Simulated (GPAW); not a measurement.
Input of a GPAW 26.7.0 run:

The input run.py:

```python
import json
import numpy as np
from ase.dft.bandgap import bandgap
from ase.io import write
from ase.spacegroup import crystal
from gpaw import GPAW, PW
from gpaw.response.g0w0 import G0W0

# Zr 1a
# Se 2d
atoms = crystal(['Zr', 'Se'],
                basis=[[0.0, 0.0, 0.0],
                       [0.6666666667, 0.3333333333, 0.75]],
                spacegroup=164, setting=1,  # P-3m1
                cellpar=[3.798, 3.798, 6.192, 90.0, 90.0, 120.0],
                primitive_cell=True)

calc = GPAW(mode=PW(450),
            xc='LDA',
            kpts={'size': (4, 4, 2), 'gamma': True},
            occupations={'name': 'fermi-dirac', 'width': 0.001},
            setups={'Zr': ':d,6.2'},
            nbands=24,
            convergence={'density': 1e-06},
            maxiter=150,
            txt='gpaw.txt')
atoms.calc = calc
energy = atoms.get_potential_energy()
calc.write('gs.gpw')
write('result.traj', atoms)
print(f'Energy: {energy:.6f} eV')
print('Fermi level:', round(calc.get_fermi_level(), 4), 'eV')
print(f'Gap: {bandgap(calc)[0]:.4f} eV, direct: {bandgap(calc, direct=True)[0]:.4f} eV')

calc.diagonalize_full_hamiltonian(nbands=234)
calc.write('full.gpw', mode='all')

ibz = calc.get_ibz_k_points()
gap, vbm, cbm = bandgap(calc, output=None)
gap, direct, _ = bandgap(calc, direct=True, output=None)
gamma = int(np.abs(ibz).sum(1).argmin())
kpts = sorted({gamma, vbm[1], cbm[1], direct[1]})
gw = G0W0(calc='full.gpw',
          filename='gw',
          ecut=120,
          ecut_extrapolation=False,
          relbands=(-4, 4),
          kpts=kpts,
          integrate_gamma='reciprocal',
          nbands=230,
          ppa=True)
gw.calculate()
results = {mode: {key: np.asarray(r[key]).tolist() for key in ['f', 'eps', 'vxc', 'exx', 'sigma', 'Z', 'qp', 'sigma_eskn']}
           for mode, r in gw.all_results.items()}
json.dump({'kpts': ibz[kpts].tolist(), 'results': results}, open('gw.json', 'w'))
for mode, r in results.items():
    f, qp = np.array(r['f']), np.array(r['qp'])
    print(mode, 'quasiparticle energies (eV):')
    print(qp.round(3))
    print(mode, 'gap:', round(qp[f < 0.5].min() - qp[f > 0.5].max(), 4), 'eV')
```

Potentials or basis: the program's PAW data sets (release 1.2.1) made for this functional, pw.

Launch:

```console
$ OMP_NUM_THREADS=1 python run.py
```

Estimate the quasiparticle gap.

1.18 eV.

Estimate the least direct quasiparticle gap.

2.01 eV.

Estimate the band gap on the k mesh, mean-field level.

1.23 eV, indirect (least direct gap 2.27 eV).

Caveat: the k mesh is coarse (spacing up to 0.51 Å⁻¹), so the values aren't converged; the quasiparticle gap is taken among the few k points that were corrected; on this mesh the treatment of q = 0 moves the result by about a tenth of an eV; the long-wavelength limit can be off by several per cent where d states take part; response on these states lacks terms of the Hamiltonian. A k mesh can miss the band edges.
